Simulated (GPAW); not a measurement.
Write an ASE script for GPAW 26.7.0 that does the following.

```
Task                : band structure
Functional          : PBEsol
Potentials or basis : PAW data sets generated in the run's folder for this functional
Cutoff              : 600 eV
Basis               : pw
k mesh              : 8 × 8 × 2
Occupations         : fermi-dirac, width 0.05 eV
Spin                : no spin polarisation
Maxiter             : 150
Band path           : GMKGALHA,LM,KH
Band points         : 80
```

WS2, a slab with vacuum:

```
W S
1.0
     3.18352    0.00000    0.00000
    -1.59176    2.75701    0.00000
     0.00000    0.00000   16.95058
W S
1 2
Direct
  0.00000 0.00000 0.00000
  0.33333 0.66667 0.09200
  0.33333 0.66667 0.90800
```

These files were run (other wordings do the same):

run.py

```python
from ase import Atoms
from ase.dft.bandgap import bandgap
from ase.io import write
from ase.units import GPa
from gpaw import GPAW, PW, setup_paths

setup_paths.insert(0, '.')

atoms = Atoms(['W', 'S', 'S'],
              cell=[[3.1835163552, 0.0, 0.0],
                    [-1.5917581776, 2.7570060369, 0.0],
                    [0.0, 0.0, 16.95057789]],
              scaled_positions=[[0.0, 0.0, 0.0],
                                [0.3333333333, 0.6666666667, 0.09200051],
                                [0.3333333333, 0.6666666667, 0.90799949]],
              pbc=True)

calc = GPAW(mode=PW(600),
            xc='PBEsol',
            kpts={'size': (8, 8, 2), 'gamma': True},
            occupations={'name': 'fermi-dirac', 'width': 0.05},
            nbands=25,
            convergence={'density': 1e-05, 'energy': 1e-05},
            maxiter=150,
            txt='gpaw.txt')
atoms.calc = calc
energy = atoms.get_potential_energy()
forces = atoms.get_forces()
stress = atoms.get_stress()
calc.write('gs.gpw')
write('result.traj', atoms)
print(f'Energy: {energy:.6f} eV')
print('Forces (eV/A):')
print(forces.round(4))
print('Stress (GPa):', (stress / GPa).round(3))
print('Fermi level:', round(calc.get_fermi_level(), 4), 'eV')
print(f'Gap: {bandgap(calc)[0]:.4f} eV, direct: {bandgap(calc, direct=True)[0]:.4f} eV')

path = atoms.cell.bandpath('GMKGALHA,LM,KH', npoints=80, eps=1e-4)
bs_calc = calc.fixed_density(kpts=path, symmetry='off', nbands=48,
                             convergence={'bands': 'CBM+6.0', 'eigenstates': 1e-6}, txt='bands.txt')
bs = bs_calc.band_structure()
bs.write('bs.json')
print(f'Gap on the path: {bandgap(bs_calc)[0]:.4f} eV')
```

Potentials or basis: PAW data sets generated in the run's folder for this functional, pw.

The run is started by

```sh
$ gpaw-setup -f PBEsol S W
$ OMP_NUM_THREADS=1 python run.py
```

It gave:

* Largest force: 0.119 eV/Å
* Band gap on the k mesh: 2.05 eV, indirect (least direct gap 2.24 eV)
* Band gap along the path: 1.77 eV, indirect (least direct gap 1.78 eV)

Caveat: spin-orbit coupling is left out, which moves the levels of the heavy elements.

Run time: 120 s on 1 thread of Intel(R) Xeon(R) 6975P-C (Granite Rapids), on a shared host, peak memory 0.66 GiB.
